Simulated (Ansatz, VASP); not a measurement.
# Two plane-wave programs on HgTe

Contents of INCAR:

```
ALGO = Normal
EDIFF = 1E-7
ENCUT = 520
GGA = PS
ISIF = 2
ISMEAR = -1
LASPH = True
LCHARG = False
LREAL = False
LWAVE = False
NBANDS = 16
NELM = 60
PREC = Accurate
SIGMA = 0.05
```

KPOINTS

```
k-points
0
Gamma
  10 10 10
```

Contents of POSCAR:

```
HgTe
1.0
   -3.0856813198      3.0856813198      1.5799309059
    3.0856813198     -3.0856813198      1.5799309059
    3.0856813198      3.0856813198     -1.5799309059
Hg Te
1 1
Direct
    0.7500000000      0.2500000000      0.5000000000
    0.0000000000      0.0000000000      0.0000000000
```

input.yaml

```yaml
crystal:
  lattice:
    - [-3.0856813198, 3.0856813198, 1.5799309059]
    - [3.0856813198, -3.0856813198, 1.5799309059]
    - [3.0856813198, 3.0856813198, -1.5799309059]
  atoms:
    - { symbol: Hg, position: [0.75, 0.25, 0.5] }
    - { symbol: Te, position: [0.0, 0.0, 0.0] }
hamiltonian:
  xc: pbesol
  pseudopotentials: { kind: paw }
kpoints:
  mp_grid: { grid: [10, 10, 10] }
scf:
  occupations: { method: fermi_dirac, width: 0.05 }
output:
  forces: true
  stress: true
  eigenvalues: true
```

Change from the starting cell: volume scaled by 1.04.

Alike in both runs: task single point; functional PBEsol; k mesh 10 × 10 × 10; occupations fermi-dirac, width 0.05 eV; no spin polarisation.

|  | VASP | Ansatz |
| --- | --- | --- |
| version | VASP 6.6.1 | Ansatz 0.2.0 |
| potentials or method | VASP PAW PBE potentials, release 64 (Hg, Te) | Ansatz PAW |
| plane-wave cutoff (eV) | 520 | 420 |
| valence electrons in the cell | 18 | 36 |

|  | VASP | Ansatz | Ansatz less VASP |
| --- | --- | --- | --- |
| gap on the k mesh at the Fermi level (eV) | none | none | - |
| pressure (GPa) | -4.5 | -4.6 | -0.08 |
| largest component of the traceless stress (GPa) | 2.38 | 2.38 | +0.004 |

A gap of «none» marks a metal or a gap that the smearing closes. The two sets of potentials don't hold the same shells in valence.

Caveats: the PAW data sets were made with another functional, which shifts forces and pressure a little (VASP); the PAW data sets come from PBE, with cores solved anew for the run's functional, which leaves a small shift of forces and pressure (Ansatz). The runs have no spin-orbit coupling, so splittings on Hg, Te are missing.
